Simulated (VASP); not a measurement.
# Si23W (a cell with a defect) in VASP: a series of runs

The runs below take Si23W (a cell with a defect) through relaxation of the atoms, single point, with PBEsol+U.

Everything below comes from runs of VASP 6.6.1. Logs are shortened: lines on timing, memory, paths and dates and some standing lists are left out, and cuts for length are marked.

### Step 1. The structure

The cell holds a defect, 24 atoms: a = 11.534 Å, b = 7.689 Å, c = 7.689 Å, α = 60.00°, β = 60.00°, γ = 60.00°.

### Step 2. Relaxation of the atoms, PBEsol+U, collinear spin, ferromagnetic start

INCAR

```
ALGO = Normal
EDIFF = 1E-5
EDIFFG = -0.03
ENCUT = 350
GGA = PS
IBRION = 2
ISIF = 2
ISMEAR = 0
ISPIN = 2
KPAR = 4
LASPH = T
LCHARG = F
LDAU = T
LDAUJ = 0 0
LDAUL = 2 -1
LDAUPRINT = 1
LDAUTYPE = 2
LDAUU = 2 0
LMAXMIX = 4
LORBIT = 11
LREAL = Auto
LWAVE = F
MAGMOM = 2 0 0 0 0 0 0 0 0 0 0 0 0 0 0 0 0 0 0 0 0 0 0 0
NELM = 120
NSW = 40
PREC = Accurate
SIGMA = 0.03
```

KPOINTS

```
k-points
0
Gamma
  2 3 3
```

POSCAR

```
Si23W
1.0
    0.0000000000      8.1555000000      8.1555000000
    5.4370000000      0.0000000000      5.4370000000
    5.4370000000      5.4370000000      0.0000000000
W Si
1 23
Direct
    0.0000000000      0.0000000000      0.0000000000
    0.0000000000      0.0000000000      0.5000000000
    0.0000000000      0.5000000000      0.0000000000
    0.0000000000      0.5000000000      0.5000000000
    0.3333330000      0.0000000000      0.0000000000
    0.3333330000      0.0000000000      0.5000000000
    0.3333330000      0.5000000000      0.0000000000
    0.3333330000      0.5000000000      0.5000000000
    0.6666670000      0.0000000000      0.0000000000
    0.6666670000      0.0000000000      0.5000000000
    0.6666670000      0.5000000000      0.0000000000
    0.6666670000      0.5000000000      0.5000000000
    0.0833333333      0.1250000000      0.1250000000
    0.0833333333      0.1250000000      0.6250000000
    0.0833333333      0.6250000000      0.1250000000
    0.0833333333      0.6250000000      0.6250000000
    0.4166663333      0.1250000000      0.1250000000
    0.4166663333      0.1250000000      0.6250000000
    0.4166663333      0.6250000000      0.1250000000
    0.4166663333      0.6250000000      0.6250000000
    0.7500003333      0.1250000000      0.1250000000
    0.7500003333      0.1250000000      0.6250000000
    0.7500003333      0.6250000000      0.1250000000
    0.7500003333      0.6250000000      0.6250000000
```

Potentials or basis: VASP PAW PBE potentials, release 64 (W_sv, Si).

Command:

```sh
$ cat potpaw_PBE.64/W_sv/POTCAR potpaw_PBE.64/Si/POTCAR > POTCAR
$ mpirun -np 4 vasp_std > vasp.out
```

OUTCAR:

```text
EDIFF = 1E-5
   EDIFFG = -0.03
   ENCUT = 350
   GGA = PS
   IBRION = 2
   ISIF = 2
   ISMEAR = 0
   ISPIN = 2
   LASPH = T
   LORBIT = 11
   LREAL = Auto
   NELM = 120
   NSW = 40
   PREC = Accurate

 ion  position               nearest neighbor table
   1  0.000  0.000  0.000-  21 2.35  13 2.35  15 2.35  14 2.35
   2  0.000  0.000  0.500-  22 2.35  14 2.35  16 2.35  13 2.35
   3  0.000  0.500  0.000-  23 2.35  15 2.35  13 2.35  16 2.35
   4  0.000  0.500  0.500-  24 2.35  16 2.35  14 2.35  15 2.35
   5  0.333  0.000  0.000-  13 2.35  17 2.35  19 2.35  18 2.35
   6  0.333  0.000  0.500-  14 2.35  18 2.35  20 2.35  17 2.35
[... 16 lines left out ...]
  23  0.750  0.625  0.125-   3 2.35  11 2.35   9 2.35  12 2.35
  24  0.750  0.625  0.625-   4 2.35  12 2.35  11 2.35  10 2.35

  LATTYP: Found a face centered orthorhombic cell.
 ALAT       =     7.6890791386
 B/A-ratio  =     1.7320508076
 C/A-ratio  =     2.4494897428

  Lattice vectors:

 A1 = (   0.0000000000,   8.1555000000,   8.1555000000)
 A2 = (  -5.4370000000,   2.7185000000,   8.1555000000)
 A3 = (   5.4370000000,   0.0000000000,   5.4370000000)

Analysis of symmetry for initial positions (statically):
=====================================================================
 Subroutine PRICEL returns:
 Original cell was already a primitive cell.

 Routine SETGRP: Setting up the symmetry group for a
 face centered orthorhombic supercell.

 Subroutine GETGRP returns: Found  2 space group operations
 (whereof  2 operations were pure point group operations)
 out of a pool of  8 trial point group operations.

The static configuration has the point symmetry C_1h.

Analysis of symmetry for dynamics (positions and initial velocities):
=====================================================================
 Subroutine PRICEL returns:
 Original cell was already a primitive cell.

 Routine SETGRP: Setting up the symmetry group for a
 face centered orthorhombic supercell.

 Subroutine GETGRP returns: Found  2 space group operations
 (whereof  2 operations were pure point group operations)
 out of a pool of  8 trial point group operations.

The dynamic configuration has the point symmetry C_1h.

Analysis of structural, dynamic, and magnetic symmetry:
=====================================================================
 Subroutine PRICEL returns:
 Original cell was already a primitive cell.

 Routine SETGRP: Setting up the symmetry group for a
 face centered orthorhombic supercell.

 Subroutine GETGRP returns: Found  2 space group operations
 (whereof  2 operations were pure point group operations)
 out of a pool of  8 trial point group operations.

The overall configuration has the point symmetry C_1h.

 Subroutine INISYM returns: Found  2 space group operations
 (whereof  2 operations are pure point group operations),
 and found     1 'primitive' translations

----------------------------------------------------------------------------------------

                                     Primitive cell

  volume of cell :     482.1690

  direct lattice vectors                    reciprocal lattice vectors
     0.000000000  8.155500000  8.155500000    -0.061308320  0.061308320  0.061308320
     5.437000000  0.000000000  5.437000000     0.091962479 -0.091962479  0.091962479
     5.437000000  5.437000000  0.000000000     0.091962479  0.091962479 -0.091962479

  length of vectors
    11.533618708  7.689079139  7.689079139     0.106189124  0.159283687  0.159283687

  position of ions in fractional coordinates (direct lattice)
     0.000000000  0.000000000  0.000000000
     0.000000000  0.000000000  0.500000000
     0.000000000  0.500000000  0.000000000
     0.000000000  0.500000000  0.500000000
     0.333333000  0.000000000  0.000000000
     0.333333000  0.000000000  0.500000000
[... 16 lines left out ...]
     0.750000333  0.625000000  0.125000000
     0.750000333  0.625000000  0.625000000

  ion indices of the primitive-cell ions
   primitive index   ion index
                 1           1
                 2           2
[... 115 lines left out ...]
 conjugate gradient relaxation of ions
 spin polarized calculation
 Gauss-broadening in eV      SIGMA  =   0.03
  energy-cutoff  :      350.00
  volume of cell :      482.17
 maximum number of plane-waves:      7219
   NGX = 35   NGY = 23   NGZ = 23

--------------------------------------- Ionic step        1  -------------------------------------------

 number of electron     105.9999990 magnetization       1.9999757

 Free energy of the ion-electron system (eV)
  ---------------------------------------------------
  ext. energy  EPLUGINS =         0.00000000
  ---------------------------------------------------
  free energy    TOTEN  =      -139.63371010 eV

  energy without entropy =     -139.63370966  energy(sigma->0) =     -139.63370988

------------------------ aborting loop because EDIFF is reached ----------------------------------------

  FORCE on cell =-STRESS in cart. coord.  units (eV):
  Direction    XX          YY          ZZ          XY          YZ          ZX
  --------------------------------------------------------------------------------------
  -------------------------------------------------------------------------------------
  Total        4.3440474      4.5789813      4.5789813      0.1648311      0.0918026      0.1648315
  in kB       14.4346374     15.2152886     15.2152886      0.5477098      0.3050467      0.5477111
  external PRESSURE =      14.9550715 kB  Pullay stress =       0.0000000 kB
[... 155 lines left out ...]
  FREE ENERGIE OF THE ION-ELECTRON SYSTEM (eV)
  ---------------------------------------------------
  free  energy   TOTEN  =      -139.8168929321 eV

  energy  without entropy=     -139.8168929321  energy(sigma->0) =     -139.81689293

[... ionic steps 4 to 9 ...]

--------------------------------------- Ionic step       10  -------------------------------------------

 number of electron     106.0000000 magnetization       2.0000000

------------------------ aborting loop because EDIFF is reached ----------------------------------------
[... 105 lines left out ...]
  FREE ENERGIE OF THE ION-ELECTRON SYSTEM (eV)
  ---------------------------------------------------
  free  energy   TOTEN  =      -139.8357944025 eV

  energy  without entropy=     -139.8357944024  energy(sigma->0) =     -139.83579440

atom =   1  type =  1  l = 2

 onsite density matrix

spin component  1

  0.4161  0.0051 -0.0111 -0.0080  0.0024
  0.0051  0.4170 -0.0007  0.0051  0.0013
 -0.0111 -0.0007  0.5944  0.0035  0.0001
 -0.0080  0.0051  0.0035  0.4161  0.0108
  0.0024  0.0013  0.0001  0.0108  0.5942

spin component  2

  0.3318 -0.0002  0.0152  0.0008 -0.0010
 -0.0002  0.3287  0.0008 -0.0002 -0.0013
  0.0152  0.0008  0.0556 -0.0067 -0.0010
  0.0008 -0.0002 -0.0067  0.3318 -0.0137
 -0.0010 -0.0013 -0.0010 -0.0137  0.0568

 occupancies and eigenvectors

  o =  0.0539  v =  0.0000  0.0000  0.0000  0.0000  0.0000  0.0456  0.0000 -0.8642 -0.0456 -0.4990      0.0000  0.0000  0.0000  0.0000  0.0000  0.0000  0.0000  0.0000  0.0000  0.0000
  o =  0.0568  v =  0.0000  0.0000  0.0000  0.0000  0.0000 -0.0307 -0.0057  0.4995 -0.0307 -0.8652      0.0000  0.0000  0.0000  0.0000  0.0000  0.0000  0.0000  0.0000  0.0000  0.0000
  o =  0.3287  v =  0.0000  0.0000  0.0000  0.0000  0.0000 -0.0236 -0.9994 -0.0036 -0.0236  0.0062      0.0000  0.0000  0.0000  0.0000  0.0000  0.0000  0.0000  0.0000  0.0000  0.0000
  o =  0.3321  v =  0.0000  0.0000  0.0000  0.0000  0.0000  0.7056  0.0000  0.0559 -0.7056  0.0323      0.0000  0.0000  0.0000  0.0000  0.0000  0.0000  0.0000  0.0000  0.0000  0.0000
  o =  0.3332  v =  0.0000  0.0000  0.0000  0.0000  0.0000  0.7060 -0.0337  0.0216  0.7060 -0.0375      0.0000  0.0000  0.0000  0.0000  0.0000  0.0000  0.0000  0.0000  0.0000  0.0000
  o =  0.4038  v = -0.6231  0.4705 -0.0232 -0.6231  0.0401  0.0000  0.0000  0.0000  0.0000  0.0000      0.0000  0.0000  0.0000  0.0000  0.0000  0.0000  0.0000  0.0000  0.0000  0.0000
  o =  0.4208  v = -0.3317 -0.8824 -0.0183 -0.3317  0.0318  0.0000  0.0000  0.0000  0.0000  0.0000      0.0000  0.0000  0.0000  0.0000  0.0000  0.0000  0.0000  0.0000  0.0000  0.0000
  o =  0.4233  v =  0.7054 -0.0000  0.0604 -0.7054  0.0349  0.0000  0.0000  0.0000  0.0000  0.0000      0.0000  0.0000  0.0000  0.0000  0.0000  0.0000  0.0000  0.0000  0.0000  0.0000
  o =  0.5948  v = -0.0411 -0.0106  0.4991 -0.0411 -0.8645  0.0000  0.0000  0.0000  0.0000  0.0000      0.0000  0.0000  0.0000  0.0000  0.0000  0.0000  0.0000  0.0000  0.0000  0.0000
  o =  0.5953  v =  0.0493 -0.0000 -0.8639 -0.0493 -0.4988  0.0000  0.0000  0.0000  0.0000  0.0000      0.0000  0.0000  0.0000  0.0000  0.0000  0.0000  0.0000  0.0000  0.0000  0.0000

--------------------------------------- Ionic step       12  -------------------------------------------

 number of electron     106.0000001 magnetization       2.0000000

 Free energy of the ion-electron system (eV)
  ---------------------------------------------------
  ext. energy  EPLUGINS =         0.00000000
  ---------------------------------------------------
  free energy    TOTEN  =      -139.83618816 eV

  energy without entropy =     -139.83618816  energy(sigma->0) =     -139.83618816

 E-fermi :   5.7152     XC(G=0):  -9.6513

 val. band max:        5.5853734767   @ k =   0.5000   0.3333   0.0000
 cond. band min:       5.8444180530   @ k =   0.5000   0.0000   0.0000
 fundamental gap:      0.2590445763
 Fermi energy:         5.7152152610

 spin component 1

 k-point     1 :       0.0000    0.0000    0.0000
  band No.  band energies     occupation
      1     -67.9055      1.00000
      2     -32.2909      1.00000
      3     -32.2767      1.00000
      4     -32.2574      1.00000
      5      -6.1100      1.00000
      6      -4.7781      1.00000
[... 533 lines left out ...]
     64       8.8900      0.00000
     65       8.9800      0.00000
 Fermi energy:         5.7152152610

 spin component 2

 k-point     1 :       0.0000    0.0000    0.0000
  band No.  band energies     occupation
      1     -67.3153      1.00000
      2     -31.4923      1.00000
      3     -31.4656      1.00000
      4     -31.4616      1.00000
      5      -6.0912      1.00000
      6      -4.7678      1.00000
[... 533 lines left out ...]
     64       8.9144      0.00000
     65       9.0030      0.00000
 [bands above 65 left out]

------------------------ aborting loop because EDIFF is reached ----------------------------------------

  FORCE on cell =-STRESS in cart. coord.  units (eV):
  Direction    XX          YY          ZZ          XY          YZ          ZX
  --------------------------------------------------------------------------------------
  -------------------------------------------------------------------------------------
  Total        3.1737917      3.2028432      3.2028432     -0.1515653      0.1715809     -0.1515651
  in kB       10.5460480     10.6425820     10.6425820     -0.5036294      0.5701385     -0.5036289
  external PRESSURE =      10.6104040 kB  Pullay stress =       0.0000000 kB
[... 39 lines left out ...]
  FREE ENERGIE OF THE ION-ELECTRON SYSTEM (eV)
  ---------------------------------------------------
  free  energy   TOTEN  =      -139.8361881640 eV

  energy  without entropy=     -139.8361881640  energy(sigma->0) =     -139.83618816

 reached required accuracy - stopping structural energy minimisation

 total charge

# of ion       s       p       d       tot
------------------------------------------
    1        2.432   6.148   3.492  12.071
    2        0.757   0.932   0.000   1.689
    3        0.757   0.932   0.000   1.689
    4        0.757   0.931   0.000   1.687
    5        0.755   0.941   0.000   1.696
    6        0.754   0.937   0.000   1.690
[... 16 lines left out ...]
   23        0.751   0.942   0.000   1.693
   24        0.750   0.941   0.000   1.691
--------------------------------------------------
tot         19.804  27.823   3.492  51.118

 magnetization (x)

# of ion       s       p       d       tot
------------------------------------------
    1        0.025   0.004   1.318   1.347
    2        0.007   0.014   0.000   0.021
    3        0.007   0.014   0.000   0.021
    4        0.007   0.013   0.000   0.020
    5        0.003   0.007   0.000   0.010
    6        0.004   0.005   0.000   0.008
[... 16 lines left out ...]
   23       -0.000   0.001   0.000   0.000
   24       -0.000   0.000   0.000   0.000
--------------------------------------------------
tot          0.043   0.009   1.318   1.370
```

Run time: 9.8 min. Hardware: 4 MPI ranks of Intel Xeon Platinum 8488C (Sapphire Rapids), shared host; peak memory 0.66 GiB.

Results:

```
Free energy                                           : -139.8362 eV
Energy gained by relaxing                             : 8.4 meV/atom
Ionic steps                                           : 12
Pressure after relaxing                               : 1.1 GPa
Largest force after relaxing                          : 0.021 eV/Å
Band gap on the k mesh                                : 0.26 eV, indirect (least direct gap 0.38 eV)
Net moment                                            : 2.00 μB per cell
Site moments                                          : W +1.35; Si +0.02, +0.01, -0.00, -0.02, -0.03, +0.00 μB
Valence electrons inside the program's atomic spheres : W 12.07; Si 1.69, 1.70, 1.73
```

Forces in eV/Å, atoms in the order of the input:
```
W   -0.021  0.000  0.000
Si  -0.004 -0.011  0.003
Si  -0.004  0.003 -0.011
Si  -0.003  0.002  0.002
Si   0.000 -0.005 -0.005
Si  -0.004  0.004  0.001
Si  -0.004  0.001  0.004
Si   0.000  0.001  0.001
Si   0.019 -0.007 -0.007
Si  -0.001 -0.001  0.008
Si  -0.001  0.008 -0.001
Si  -0.012  0.004  0.004
Si  -0.007 -0.004 -0.004
Si   0.000 -0.001 -0.005
Si   0.000 -0.005 -0.001
Si  -0.001  0.005  0.005
Si   0.002 -0.001 -0.001
Si   0.002  0.006  0.002
Si   0.002  0.002  0.006
Si   0.005 -0.006 -0.006
Si   0.014 -0.007 -0.007
Si   0.008  0.013  0.001
Si   0.008  0.001  0.013
Si   0.000 -0.001 -0.001
```

Step by step:
```
step  energy change (eV)  largest force (eV/Å)  pressure (GPa)
   1              0.0000                1.3173            1.50
   2             -0.1759                0.2748            1.16
   3             -0.1832                0.1930            1.10
   4             -0.1939                0.0952            1.08
   5             -0.1957                0.1124            1.08
   6             -0.1982                0.0677            1.07
   7             -0.1988                0.0734            1.07
   8             -0.2006                0.0470            1.07
   9             -0.2009                0.0606            1.07
  10             -0.2019                0.0344            1.07
  11             -0.2021                0.0362            1.06
  12             -0.2025                0.0210            1.06
```

Final structure:
```
W Si
1.0
     0.00000    8.15550    8.15550
     5.43700    0.00000    5.43700
     5.43700    5.43700    0.00000
W Si
1 23
Cartesian
  0.0012 8.1323 8.1323
  8.1529 10.8768 13.5773
  8.1529 13.5773 10.8768
  5.4547 10.8737 10.8737
  0.0109 2.7248 2.7248
  8.1309 5.4500 8.1794
  8.1309 8.1794 5.4500
  5.4356 5.4380 5.4380
  10.8492 10.8807 10.8807
  8.1811 8.1635 10.8501
  8.1811 10.8501 8.1635
  5.4367 8.1557 8.1557
  1.3903 1.3875 1.3875
  4.0279 4.0500 1.4095
  4.0279 1.4095 4.0500
  6.7906 4.0821 4.0821
  1.3300 4.0961 4.0961
  4.0954 6.7950 4.0646
  4.0954 4.0646 6.7950
  6.7898 6.7969 6.7969
  1.4377 6.7376 6.7376
  4.0753 9.5122 6.8026
  4.0753 6.8026 9.5122
  6.7972 9.5104 9.5104
```

Levels at points of the mesh, in eV from the valence-band top:
Spin up:
```csv
k point,band 52,band 53,band 54,band 55,band 56,band 57
"(0.00, 0.00, 0.00)",-0.30,-0.11,-0.10,0.95,1.12,1.13
"(0.50, 0.00, 0.00)",-0.54,-0.20,-0.12,0.66,1.04,1.05
```
Spin down:
```csv
k point,band 50,band 51,band 52,band 53,band 54,band 55
"(0.00, 0.00, 0.00)",-0.21,-0.08,-0.07,0.36,0.67,0.98
"(0.50, 0.00, 0.00)",-0.60,-0.22,-0.21,0.26,0.59,0.80
```

Eigenvalues of the final occupation matrices:
| site | spin | trace | eigenvalues |
| --- | --- | --- | --- |
| site 1 d | 1 | 2.44 | 0.40 0.42 0.42 0.59 0.60 |
| site 1 d | 2 | 1.10 | 0.05 0.06 0.33 0.33 0.33 |

Caveat: the PAW data sets were made with another functional, which shifts forces and pressure a little; spin-orbit coupling is left out, which moves the levels of the heavy elements; the U is typed as a test and isn't derived for this compound. The state reached can hang on the start; a lower one may exist.

(Part 1 of 2 ends here.)
